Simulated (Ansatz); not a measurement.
# Bi₂Te₃: experiment and calculation

**What was measured.**

“Unusual non saturating Giant Magneto-resistance in single crystalline Bi2Te3 topological insulator”, 2016, arxiv:1611.02859 reports, for a powder of Bi2Te3 at 300 K: lattice constant a 4.3866 ± 0.0002 Å; lattice constant c 30.4978 ± 0.0013 Å.

From “Metavalently bonded tellurides: the essence of improved thermoelectric performance in elemental Te”, 2024, pmc:11014947, for a ceramic of Bi2Te3 at 300 K: band gap 0.14 eV (indirect).

The runs below are set against these values where they give the same quantity.

Level of theory: DFT r2SCAN, scalar-relativistic, plane waves, PAW (Ansatz).

Cutoff 500 eV; k points 12×12×12 on the computed 5-atom cell (Γ-centred); Gaussian smearing, width 0.02 eV; no spin polarisation.

Relaxed structure, symmetry kept:

```
Bi Te
1.0
     2.20935    1.27557   10.77308
    -2.20935    1.27557   10.77308
     0.00000   -2.55114   10.77308
Bi Te
2 3
Direct
  0.39683 0.39683 0.39683
  0.60317 0.60317 0.60317
  0.00000 0.00000 0.00000
  0.21708 0.21708 0.21708
  0.78292 0.78292 0.78292
```

```json
{
 "Space group": "R-3m (No. 166)",
 "Volume per atom": "36.43 Å³",
 "Formation energy from the elements' standard states (uncorrected)": "-0.272 eV/atom",
 "Generalised Kohn–Sham band gap": "0.88 eV, direct at Γ",
 "Löwdin character of the top 1 eV of the valence band": "Te 5p 89 %",
 "Löwdin character of the lowest 1 eV of the conduction band": "Bi 6p 59 %, Te 5p 30 %, unprojected 4 %",
 "Electron masses at the edge by Cartesian direction of the standard setting (m_e; degenerate bands sorted by energy; no spin-orbit coupling)": "x: 0.095; y: 0.095; z: 0.69",
 "Hole masses at the edge by Cartesian direction of the standard setting (m_e; degenerate bands sorted by energy; no spin-orbit coupling)": "x: 0.30; y: 0.30; z: 0.60",
 "Bader charges (e)": "Bi (2 in the cell) 0.79, Te (1 in the cell) -0.69, Te (2 in the cell) -0.45"
}
```

Spin-orbit coupling is left out, which matters for the bands of heavy elements. Each cell of Bi2Te3 holds layers, and where no dispersion correction was added their binding is poorly described.

A measured lattice constant a of Bi2Te3 is 4.3866 Å (300 K; powder; the paper above); the calculated 4.419 Å misses it by +0.7 %. A measured lattice constant c of Bi2Te3 is 30.4978 Å (300 K; powder; the paper above); the calculated 32.319 Å misses it by +6.0 %. So large a difference can come from the functional (as between layers that it hardly binds), but also from another choice of axes, another phase or a misread value. 2 values of this kind are on record (30.497 to 30.4978 Å); this one was drawn at random among those near their median, those with a stated uncertainty first. The calculation is for 0 K without zero-point motion. A measured band gap of Bi2Te3 is 0.14 eV (indirect; 300 K; ceramic; the paper above); the calculated 0.88 eV misses it by +0.74 eV. 2 values of this kind are on record (0.14 to 0.17 eV); this one was drawn at random. Kohn–Sham gaps of semilocal functionals fall short of measured ones as a rule; spin-orbit coupling, left out here, would usually lower the calculated gap of a compound with heavy elements. The measured gap is indirect and the calculated one direct, so a band edge also comes out at another k point.

A gap measured on a powder or ceramic can differ from the single crystal's.

Cost: 3 runs of about 21 core-minutes in all, on Arm Neoverse V1 (shared hosts).